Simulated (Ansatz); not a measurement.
# WC (Fm-3m) in Ansatz: further runs

Runs on WC. Level: LDA. Tasks: single point, equation of state.

Program: Ansatz 0.2.0. These are calculated values, not measurements. Logs are shortened: lines on timing, memory, paths and dates and some standing lists are left out, and cuts for length are marked.

### Step 1. The crystal as given

Symmetry: Fm-3m, No. 225, cubic system. The conventional cell has a = 4.385 Å, b = 4.385 Å, c = 4.385 Å, α = 90.00°, β = 90.00°, γ = 90.00°. W (site symmetry m-3m) is surrounded by 6 C at 2.19 Å. C (site symmetry m-3m) is surrounded by 6 W at 2.19 Å.

Measurements of this composition are mostly on another form, of space group No. 187.

### Step 2. Single point, LDA, 9.91 Å³/atom (volume scaled by 0.94)

Input file input.yaml:

```yaml
crystal:
  lattice:
    - [0.0, 2.1479227872, 2.1479227872]
    - [2.1479227872, 0.0, 2.1479227872]
    - [2.1479227872, 2.1479227872, 0.0]
  atoms:
    - { symbol: W, position: [0.0, 0.0, 0.0] }
    - { symbol: C, position: [0.5, 0.5, 0.5] }
kpoints:
  mp_grid: { grid: [10, 10, 10] }
scf:
  occupations: { method: fermi_dirac, width: 0.05 }
hamiltonian:
  xc: lda
  pseudopotentials: { kind: all_electron, lapw: { basis_error: 0.001 } }
output:
  forces: true
  stress: true
  eigenvalues: true
```

Potentials or basis: all-electron LAPW, scalar-relativistic.

Run with:

```
ansatz run input.yaml --threads 1 --pin off --max-ram 3072MiB --backend cpu --events-out ev --progress --plain --runs-dir out
```

What it wrote:

```text
Warning: RAYON_NUM_THREADS=1 ignored (pool sized by the plan → 1); use --threads N
LAPW: plane waves up to 9.622 Å⁻¹, error target 1.0e-3 eV per atom; small_component_spin mean_spin; C in spheres of 0.882 Å, 6 of its electrons in bands, Dirac shells []; W in spheres of 1.266 Å, 44 of its electrons in bands, Dirac shells [] (how accurate: hamiltonian.pseudopotentials.lapw.basis_error, Limitations)
Engine: ansatz 0.2.0, x86_64-unknown-linux-gnu
Pseudopotentials: kind: all_electron
Pseudopotential: W, LAPW, valence charge 44, lapw/all_electron/scalar/gaussian/W, Koelling and Harmon's equation, gaussian nucleus
Pseudopotential: C, LAPW, valence charge 6, lapw/all_electron/scalar/gaussian/C, Koelling and Harmon's equation, gaussian nucleus
Functional definition: SPW92
  exchange = slater_x
  correlation = pw_c
Crystal: 2 atoms, lattice volume = 19.819 Å³
Basis set: ecut = 352.74017163833804 eV, 307 PW (Γ), exchange–correlation at level 2
Bands: 30, of which v1, the nominal top of the filled ones, is band 25 counted from 1 (24 counted from 0)
Symmetry: 48 space group operations
Space group: Fm-3m (ITA 225), of the structure as read, at distance tolerance 2.7e-5 Å
k-points: 47 of 1000
Non-local potential: W, projectors of the file, none
Non-local potential: C, projectors of the file, none
Initial density: superposition of atomic densities (chi_scale 0.1, normalization cell, long waves kept (reshape's long-wave potential 0.00 eV rms))
Initial wavefunctions: plane waves of lowest kinetic energy (no species holds an atomic orbital)
Functional: x = slater, c = lda
iter 1 solved again at ethr=1.04e-2 eV; its pass at ethr=1.00e-1 eV (dr2=5.20e0 eV) is discarded
SCF iter   1: F=—  HF=-439977.936189 eV  |F-HF|=—  |Δ(HF+E_count)|=         —  Δρ=1.48e-1  dr2=5.20e0  ethr=1.04e-2  ⟨swp⟩=2.0  Hψ=8771  notcnv=0
preconditioner: auto → Kerker (q_TF=auto, 3.183 Å⁻¹)  [metal: Δε(μ)=0.053 eV  Ē_g=27.742 eV  σ=0.050 eV  W_gap=0.26  n_scr=14 (ndim 8)  ℏωp=45.7 eV  f_vac=0.000  D(μ)=1.06/eV (n_scr^D=14)]
iter 2 solved again at ethr=3.17e-4 eV; its pass at ethr=1.04e-2 eV (dr2=1.59e-1 eV) is discarded
SCF iter   2: F=—  HF=-439976.062791 eV  |F-HF|=—  |Δ(HF+E_count)|=    1.87e0  Δρ=2.82e-2  dr2=1.59e-1  ethr=3.17e-4  ⟨swp⟩=2.0  Hψ=7158  notcnv=0
SCF iter   3: F=—  HF=-439976.026460 eV  |F-HF|=—  |Δ(HF+E_count)|=   3.63e-2  Δρ=2.96e-2  dr2=2.21e-1  ethr=3.17e-4  ⟨swp⟩=2.0  Hψ=4296  notcnv=0
SCF iter   4: F=—  HF=-439976.017175 eV  |F-HF|=—  |Δ(HF+E_count)|=   9.29e-3  Δρ=1.26e-2  dr2=3.89e-2  ethr=3.17e-4  ⟨swp⟩=2.0  Hψ=4023  notcnv=0
SCF iter   5: F=—  HF=-439975.986472 eV  |F-HF|=—  |Δ(HF+E_count)|=   3.07e-2  Δρ=2.82e-3  dr2=7.27e-4  ethr=7.77e-5  ⟨swp⟩=3.0  Hψ=4389  notcnv=0
SCF iter   6: F=—  HF=-439975.985867 eV  |F-HF|=—  |Δ(HF+E_count)|=   6.05e-4  Δρ=1.39e-3  dr2=5.16e-4  ethr=1.45e-6  ⟨swp⟩=3.0  Hψ=4204  notcnv=0
SCF iter   7: F=—  HF=-439975.985740 eV  |F-HF|=—  |Δ(HF+E_count)|=   1.27e-4  Δρ=4.63e-4  dr2=5.13e-5  ethr=1.03e-6  ⟨swp⟩=2.0  Hψ=4084  notcnv=0
SCF iter   8: F=—  HF=-439975.985735 eV  |F-HF|=—  |Δ(HF+E_count)|=   4.25e-6  Δρ=1.11e-4  dr2=2.41e-6  ethr=1.03e-7  ⟨swp⟩=2.0  Hψ=4083  notcnv=0
SCF iter   9: F=—  HF=-439975.985735 eV  |F-HF|=—  |Δ(HF+E_count)|=   2.97e-7  Δρ=3.70e-5  dr2=2.81e-7  ethr=4.83e-9  ⟨swp⟩=2.1  Hψ=4090  notcnv=0
SCF iter  10: F=-439975.985735 eV  HF=-439975.985735 eV  |F-HF|=1.67e-8  |Δ(HF+E_count)|=   7.65e-8  Δρ=8.61e-6  dr2=1.45e-8  ethr=5.61e-10  ⟨swp⟩=3.0  Hψ=4214  notcnv=0
SCF 1 converged in 10 iterations: F = -439975.985735 eV  dr2 = 1.45e-8
SCF converged after 10 iterations
Free energy (F): -439975.985735 eV
Harris-Foulkes:  -439975.985735 eV  (|F-HF|=1.67e-8)
Internal energy: -439975.979767 eV  (E = F + TS)
E sigma→0 (E₀):  -439975.982751 eV
Entropy (-TS):   -0.005968 eV (-2.984 meV/atom)
Fermi energy:    28.338865 eV
--- Per-component energies (eV) ---
  E_band       = -4829.550966
  E_kinetic    = 492492.629137
  E_xc         = -8717.423061
  E_electrostatic = -923751.185843  (all electrons and nuclei)
  E_smearing   = -0.005968  (= −TS)
  E_closure    = 0.000000  (closes the sum)
  E_atoms      = -439953.591322  (free atoms, spherical and without spin; not in F)
  Σ components = -439975.985735   (vs F -439975.985735, Δ=0.00e0)
  Basis errors (estimates in eV, not in F): energy 3.8e-4 per atom: plane waves 3.4e-4 (1.9e-4 summed), levels above the bands 2.1e-86, relativity 1.1e-8, radial functions 3.3e-5, core shells 3.1e-7; eigenvalues (radial functions only) 4.6e-6; not estimated: angular momenta, meshes, grids; target (lapw.basis_error) 1.0e-3; muffin-tin radii C 0.882 Å, W 1.266 Å
--- Forces (eV/Å), atoms counted from 1 ---
  atom   1  W     -0.00000000     0.00000000     0.00000000
  atom   2  C      0.00000000    -0.00000000     0.00000000
  max |Σ_I F_I| component: 8.87e-31 eV/Å
--- Stress (GPa, compression-positive) ---
        7.592396       0.000000       0.000000
        0.000000       7.592396       0.000000
        0.000000       0.000000       7.592396
  P = ⅓ Tr σ = 7.5924 GPa (75.924 kbar)
--- Band table (eV; the first three rows and the last of 47) ---
  k-point 0: bands = ["-389.9786", "-389.9786", "-389.9786", "-235.3502", "-205.5873", "-205.5873", "-205.5750", "-205.5750", "-205.5750", "-46.9959", "-11.0110", "-11.0110", "-11.0110", "-1.2102", "-1.2102", "-1.2102", "-1.1903", "-1.1714", "-1.1714", "-1.1714", "12.1024", "25.2936", "25.2936", "25.2936", "27.1533", "27.1533", "27.1533", "27.2554", "27.2554", "35.5775"]
  k-point 1: bands = ["-389.9786", "-389.9786", "-389.9786", "-235.3502", "-205.5873", "-205.5873", "-205.5750", "-205.5750", "-205.5750", "-46.9911", "-11.0859", "-11.0188", "-11.0188", "-1.2105", "-1.2085", "-1.2085", "-1.1888", "-1.1736", "-1.1736", "-1.1713", "12.4080", "24.3688", "24.8470", "24.8470", "25.9754", "25.9754", "27.5487", "29.4697", "29.4697", "36.0594"]
  k-point 2: bands = ["-389.9786", "-389.9786", "-389.9786", "-235.3502", "-205.5873", "-205.5873", "-205.5750", "-205.5750", "-205.5750", "-46.9784", "-11.2777", "-11.0391", "-11.0391", "-1.2117", "-1.2043", "-1.2043", "-1.1847", "-1.1791", "-1.1791", "-1.1711", "13.2665", "22.6907", "23.3907", "23.3907", "26.6049", "26.6049", "28.0625", "31.9839", "31.9839", "37.0241"]
  k-point 46: bands = ["-389.9786", "-389.9786", "-389.9786", "-235.3502", "-205.5873", "-205.5873", "-205.5750", "-205.5750", "-205.5750", "-46.9284", "-11.5420", "-11.4171", "-11.2822", "-1.1964", "-1.1961", "-1.1960", "-1.1936", "-1.1910", "-1.1895", "-1.1695", "15.2758", "21.9072", "21.9482", "22.1268", "27.9528", "29.5958", "30.8083", "31.9457", "33.9218", "40.1312"]
```

Run time: 6.6 s. Hardware: 1 thread of Intel Xeon 6975P-C (Granite Rapids), shared host; peak memory 0.36 GiB.

Results:

* Free energy: -439975.9857 eV
* Pressure: 7.6 GPa
* Band gap on the k mesh: none (metal or under the smearing width)

### Step 3. Single point, LDA, 10.12 Å³/atom (volume scaled by 0.96)

Changes to input.yaml since step 2:

```diff
@@ -2,5 +2,5 @@
   lattice:
-    - [0.0, 2.1479227872, 2.1479227872]
-    - [2.1479227872, 0.0, 2.1479227872]
-    - [2.1479227872, 2.1479227872, 0.0]
+    - [0.0, 2.1630495024, 2.1630495024]
+    - [2.1630495024, 0.0, 2.1630495024]
+    - [2.1630495024, 2.1630495024, 0.0]
   atoms:
```

Potentials or basis: all-electron LAPW, scalar-relativistic.

Run with:

```
ansatz run input.yaml --threads 1 --pin off --max-ram 3072MiB --backend cpu --events-out ev --progress --plain --runs-dir out
```

It took 7.2 s on 1 thread of Intel Xeon 6975P-C (Granite Rapids), shared host; peak memory 0.36 GiB.

It converged, with:

```yaml
Free_energy: -439975.9939 eV
Pressure: -1.2 GPa
Band_gap_on_the_k_mesh: none (metal or under the smearing width)
```

### Step 4. Single point, LDA, 10.33 Å³/atom (volume scaled by 0.98)

Changes to input.yaml since step 3:

```diff
@@ -2,5 +2,5 @@
   lattice:
-    - [0.0, 2.1630495024, 2.1630495024]
-    - [2.1630495024, 0.0, 2.1630495024]
-    - [2.1630495024, 2.1630495024, 0.0]
+    - [0.0, 2.1779675566, 2.1779675566]
+    - [2.1779675566, 0.0, 2.1779675566]
+    - [2.1779675566, 2.1779675566, 0.0]
   atoms:
```

Run with:

```
ansatz run input.yaml --threads 1 --pin off --max-ram 3072MiB --backend cpu --events-out ev --progress --plain --runs-dir out
```

It took 6.5 s on 1 thread of Intel Xeon 6975P-C (Granite Rapids), shared host; peak memory 0.36 GiB.

The run converged. Its results:

```yaml
Free_energy: -439975.9803 eV
Pressure: -9.1 GPa
Band_gap_on_the_k_mesh: none (metal or under the smearing width)
```

### Step 5. Single point, LDA, 10.54 Å³/atom

Changes to input.yaml since step 4:

```diff
@@ -2,5 +2,5 @@
   lattice:
-    - [0.0, 2.1779675566, 2.1779675566]
-    - [2.1779675566, 0.0, 2.1779675566]
-    - [2.1779675566, 2.1779675566, 0.0]
+    - [0.0, 2.192684, 2.192684]
+    - [2.192684, 0.0, 2.192684]
+    - [2.192684, 2.192684, 0.0]
   atoms:
```

Run with:

```
ansatz run input.yaml --threads 1 --pin off --max-ram 3072MiB --backend cpu --events-out ev --progress --plain --runs-dir out
```

Wall time 5.9 s (1 thread of Intel Xeon 6975P-C (Granite Rapids), shared host); peak memory 0.36 GiB.

It converged, with:

```
Free energy            : -439975.9470 eV
Pressure               : -16.1 GPa
Band gap on the k mesh : none (metal or under the smearing width)
```

### Step 6. Single point, LDA, 10.75 Å³/atom (volume scaled by 1.02)

Changes to input.yaml since step 5:

```diff
@@ -2,5 +2,5 @@
   lattice:
-    - [0.0, 2.192684, 2.192684]
-    - [2.192684, 0.0, 2.192684]
-    - [2.192684, 2.192684, 0.0]
+    - [0.0, 2.2072055093, 2.2072055093]
+    - [2.2072055093, 0.0, 2.2072055093]
+    - [2.2072055093, 2.2072055093, 0.0]
   atoms:
```

Potentials or basis: all-electron LAPW, scalar-relativistic.

Run with:

```
ansatz run input.yaml --threads 1 --pin off --max-ram 3072MiB --backend cpu --events-out ev --progress --plain --runs-dir out
```

It took 5.8 s on 1 thread of Intel Xeon 6975P-C (Granite Rapids), shared host; peak memory 0.35 GiB.

It converged, with:

* Free energy: -439975.8961 eV
* Pressure: -22.4 GPa
* Band gap on the k mesh: none (metal or under the smearing width)

### Step 7. Single point, LDA, 10.96 Å³/atom (volume scaled by 1.04)

Changes to input.yaml since step 6:

```diff
@@ -2,5 +2,5 @@
   lattice:
-    - [0.0, 2.2072055093, 2.2072055093]
-    - [2.2072055093, 0.0, 2.2072055093]
-    - [2.2072055093, 2.2072055093, 0.0]
+    - [0.0, 2.2215384142, 2.2215384142]
+    - [2.2215384142, 0.0, 2.2215384142]
+    - [2.2215384142, 2.2215384142, 0.0]
   atoms:
```

Run with:

```
ansatz run input.yaml --threads 1 --pin off --max-ram 3072MiB --backend cpu --events-out ev --progress --plain --runs-dir out
```

Wall time 6.8 s (1 thread of Intel Xeon 6975P-C (Granite Rapids), shared host); peak memory 0.37 GiB.

The run converged. Its results:

* Free energy: -439975.8295 eV
* Pressure: -28.1 GPa
* Band gap on the k mesh: none (metal or under the smearing width)

### Step 8. Single point, LDA, 11.17 Å³/atom (volume scaled by 1.06)

Changes to input.yaml since step 7:

```diff
@@ -2,5 +2,5 @@
   lattice:
-    - [0.0, 2.2215384142, 2.2215384142]
-    - [2.2215384142, 0.0, 2.2215384142]
-    - [2.2215384142, 2.2215384142, 0.0]
+    - [0.0, 2.2356887219, 2.2356887219]
+    - [2.2356887219, 0.0, 2.2356887219]
+    - [2.2356887219, 2.2356887219, 0.0]
   atoms:
```

Run with:

```
ansatz run input.yaml --threads 1 --pin off --max-ram 3072MiB --backend cpu --events-out ev --progress --plain --runs-dir out
```

Run time: 6.7 s. Hardware: 1 thread of Intel Xeon 6975P-C (Granite Rapids), shared host; peak memory 0.36 GiB.

Results (log left out):

| Item | Value |
| --- | --- |
| Free energy | -439975.7489 eV |
| Pressure | -33.1 GPa |
| Band gap on the k mesh | none (metal or under the smearing width) |

### Step 9. Equation of state, LDA

Potentials or basis: all-electron LAPW, scalar-relativistic.

This step only gathers the single runs of the series.

What came out:

| Quantity | Value |
| --- | --- |
| Equilibrium volume | 10.09 Å³/atom |
| Bulk modulus | 404 GPa |
| Pressure derivative of the bulk modulus | 4.3 |

Energy against volume, from the lowest point:
| volume (Å³/atom) | energy (meV/atom) |
| --- | --- |
| 9.910 | 4.10 |
| 10.120 | 0.00 |
| 10.331 | 6.84 |
| 10.542 | 23.49 |
| 10.753 | 48.92 |
| 10.964 | 82.20 |
| 11.175 | 122.51 |
